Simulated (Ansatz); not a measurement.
Hf:

```
Hf
1.0
    -1.80500    1.80500    1.80500
     1.80500   -1.80500    1.80500
     1.80500    1.80500   -1.80500
Hf
1
Direct
  0.00000 0.00000 0.00000
```

This isn't the form of Hf at room conditions, which is hcp.

- Program: Ansatz 0.2.0
- Task: relaxation of cell and atoms
- Functional: BLYP
- Potentials or basis: Ansatz PAW
- Cutoff: 420 eV (not typed: the program's choice for these potentials)
- k mesh: 10 × 10 × 10
- Occupations: fermi-dirac, width 0.05 eV
- Spin: no spin polarisation

At the start: volume 23.52 Å³/atom.

**Question.** How do energy, volume and symmetry change on relaxing?

**Answer.** It ends after 5 steps and the volume is 22.88 Å³/atom (-2.7 %); space group Im-3m (No. 229, to 0.05 Å).

Step by step:
```csv
step,energy change (eV),largest force (eV/Å),volume (Å³)
1,0.0000,0.0000,23.52
2,-0.0009,0.0000,22.30
3,-0.0054,0.0000,22.90
4,-0.0054,0.0000,22.88
5,-0.0053,0.0000,22.88
```

Final structure:
```
CELL_PARAMETERS angstrom
-1.78832 1.78832 1.78832
1.78832 -1.78832 1.78832
1.78832 1.78832 -1.78832
ATOMIC_POSITIONS crystal
Hf 0.00000 0.00000 0.00000
```

Caveat: the plane-wave basis is chosen anew once the cell has moved, so the energies of steps on either side of that aren't comparable; the PAW data sets come from PBE, with cores solved anew for the run's functional, which leaves a small shift of forces and pressure.
